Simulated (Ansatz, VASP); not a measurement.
**Tl in VASP and in Ansatz**

The input INCAR:

```
SYSTEM = Tl
  ALGO = Normal
  EDIFF = 1E-6
  ENCUT = 520
  GGA = PS
  ISIF = 2
  ISMEAR = 0
  LASPH = .TRUE.
  LCHARG = .FALSE.
  LREAL = .FALSE.
  LWAVE = .FALSE.
  NBANDS = 12
  NELM = 100
  PREC = Accurate
  SIGMA = 0.15
```

File KPOINTS:

```
k-points
0
G
  16 16 16
  0 0 0
```

POSCAR

```
Tl
1.0
    0.0000000000      2.4209731547      2.5541266782
    2.4209731547      0.0000000000      2.5541266782
    2.4209731547      2.4209731547      0.0000000000
Tl
1
Direct
    0.0000000000      0.0000000000      0.0000000000
```

Input for Ansatz:

```yaml
crystal:
  lattice:
    - [0.0, 2.4209731547, 2.5541266782]
    - [2.4209731547, 0.0, 2.5541266782]
    - [2.4209731547, 2.4209731547, 0.0]
  atoms:
    - { symbol: Tl, position: [0.0, 0.0, 0.0] }
basis:
  ecutwfc: 420
kpoints:
  mp_grid: { grid: [16, 16, 16] }
hamiltonian:
  xc: pbesol
scf:
  occupations: { method: gaussian, width: 0.15 }
output:
  forces: true
  stress: true
  eigenvalues: true
```

Change from the starting cell: engineering shear strain xz +0.0000, normal strain along z +0.0550.

Alike in both runs: task single point; functional PBEsol; k mesh 16 × 16 × 16; occupations gaussian, width 0.15 eV; no spin polarisation.

|  | VASP | Ansatz |
| --- | --- | --- |
| version | VASP 6.6.1 | Ansatz 0.2.0 |
| potentials or method | VASP PAW PBE potentials, release 64 (Tl_d) | scalar-relativistic, plane waves, PAW |
| plane-wave cutoff (eV) | 520 | 420 |
| valence electrons in the cell | 13 | 13 |

|  | VASP | Ansatz | Ansatz less VASP |
| --- | --- | --- | --- |
| gap on the k mesh at the Fermi level (eV) | none | none | - |
| pressure (GPa) | -1.8 | -1.8 | +0.06 |
| largest component of the traceless stress (GPa) | 0.16 | 0.16 | -0.002 |

A gap of «none» marks a metal or a gap that the smearing closes.

Caveats: the PAW data sets were made with another functional, which shifts forces and pressure a little (VASP). Spin-orbit coupling is left out, which matters for the levels of Tl.
